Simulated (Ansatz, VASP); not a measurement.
One calculation of MgSiN, two programs

File INCAR:

```
SYSTEM = MgSiN
PREC = Accurate
ENCUT = 600
EDIFF = 1E-6
ISMEAR = 0
SIGMA = 0.1
LREAL = .False.
LASPH = .True.
NELM = 80
ALGO = Normal
ISIF = 3
LWAVE = .False.
LCHARG = .False.
GGA = PE
IBRION = 2
NSW = 100
EDIFFG = -0.01
```

The input KPOINTS:

```
regular mesh
0
Gamma
  16 16 12
  0 0 0
```

Contents of POSCAR:

```
MgSiN
1.0
    3.0675919709      0.0000000000      0.0000000000
    0.0000000000      3.0675919709      0.0000000000
    0.0000000000      0.0000000000      3.8214969870
Mg Si N
1 1 1
Direct
    0.0000000000      0.0000000000      0.0000000000
    0.5000000000      0.5000000000      0.5000000000
    0.5000000000      0.5000000000      0.0000000000
```

Input for Ansatz:

```yaml
crystal:
  lattice:
    - [3.0675919709, 0.0, 0.0]
    - [0.0, 3.0675919709, 0.0]
    - [0.0, 0.0, 3.821496987]
  atoms:
    - { symbol: Mg, position: [0.0, 0.0, 0.0] }
    - { symbol: Si, position: [0.5, 0.5, 0.5] }
    - { symbol: "N", position: [0.5, 0.5, 0.0] }
basis:
  ecutwfc: 420
kpoints:
  mp_grid: { grid: [16, 16, 12] }
hamiltonian:
  xc: pbe
scf:
  occupations: { method: gaussian, width: 0.1 }
output:
  forces: true
  stress: true
  eigenvalues: true
  write_density: true
  write_potential: true
  elf: true
  volumetric_format: npy
relax:
  adjacent_minimum: "off"
  f_tol: 0.01
  max_steps: 80
  cell: { stress_tol: 0.05 }
```

Change from the starting cell: species swapped into the HoCoC type (P4/mmm, No. 123).

Alike in both runs: task relaxation of cell and atoms; functional PBE; k mesh 16 × 16 × 12; occupations gaussian, width 0.1 eV; no spin polarisation.

```csv
,VASP,Ansatz
version,VASP 6.6.1,Ansatz 0.2.0
potentials or method,"VASP PAW PBE potentials, release 64 (Mg, Si, N)","scalar-relativistic, plane waves, PAW"
plane-wave cutoff (eV),600,420
valence electrons in the cell,11,19
```

```tsv
	VASP	Ansatz	Ansatz less VASP
gap on the k mesh at the Fermi level, each at its own relaxed structure (eV)	none	none	-
relaxed volume (Å³/atom)	11.95	11.99	+0.041
relaxed cell length with the largest relative difference (Å)	3.061	3.067	+0.0056
```

A gap of «none» marks a metal or a gap that the smearing closes. The two sets of potentials don't hold the same shells in valence.
